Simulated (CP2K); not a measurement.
Runs of CP2K 2026.2 on As. It takes space group R-3m (No. 166, trigonal). Conventional cell: a = 3.762 Å, b = 3.762 Å, c = 10.542 Å, α = 90.00°, β = 90.00°, γ = 120.00°. As (site symmetry 3m) is surrounded by 3 As at 2.51 Å. 

```csv
potentials or basis,basis sets,potentials,ADDED_MOS,gap on the mesh (eV),pressure (GPa),largest force (eV/Å)
POTENTIAL_UZH As GTH-PBE-q5; ccGRB-D basis,As ccGRB-D-q5,As GTH-PBE-q5 of POTENTIAL_UZH,[10],none,7.2,(b)
GTH_POTENTIALS As GTH-PBE-q5; SZV-MOLOPT-SR-GTH basis,As SZV-MOLOPT-SR-GTH-q5,As GTH-PBE-q5 of GTH_POTENTIALS,[3],-,12.6,(c)
GTH_POTENTIALS As GTH-PBE-q5; TZVP-MOLOPT-SR-GTH basis,As TZVP-MOLOPT-SR-GTH-q5,As GTH-PBE-q5 of GTH_POTENTIALS,[10],none,4.3,0.56
POTENTIAL_UZH As GTH-PBE-q5; DZVP-MOLOPT-PBE-GTH basis,As DZVP-MOLOPT-PBE-GTH-q5,As GTH-PBE-q5 of POTENTIAL_UZH,[10],none,4.5,0.53
GTH_POTENTIALS As GTH-PBE-q5; DZVP-MOLOPT-SR-GTH basis,As DZVP-MOLOPT-SR-GTH-q5,As GTH-PBE-q5 of GTH_POTENTIALS,[10],none,4.4,(a)
POTENTIAL_UZH As GTH-PBE-q5; TZV2P-MOLOPT-PBE-GTH basis,As TZV2P-MOLOPT-PBE-GTH-q5,As GTH-PBE-q5 of POTENTIAL_UZH,[10],none,3.9,0.50
POTENTIAL_UZH As GTH-PBE-q5; TZVP-MOLOPT-PBE-GTH basis,As TZVP-MOLOPT-PBE-GTH-q5,As GTH-PBE-q5 of POTENTIAL_UZH,[10],none,4.4,0.52
```

Alike in all rows: task band structure; level PBE; no spin polarisation; cell as given; k mesh 9 × 9 × 9; smearing fermi-dirac 0.05 eV.

**Question.** Fill in the values left out.

**Answer.** (a) 0.59; (b) 0.84; (c) 1.50.

Caveats: the basis of atomic orbitals isn't converged, which shifts pressures, moduli and gaps; a minimal basis gives rough bond lengths, pressures and levels (some runs); forces of over 1 eV/Å show positions far from the minimum, so gaps and moduli don't describe the material at rest (some runs).

A k mesh can miss the band edges, and the runs leave out spin-orbit coupling on As.

A gap of «none» marks a metal or a gap under the smearing width.
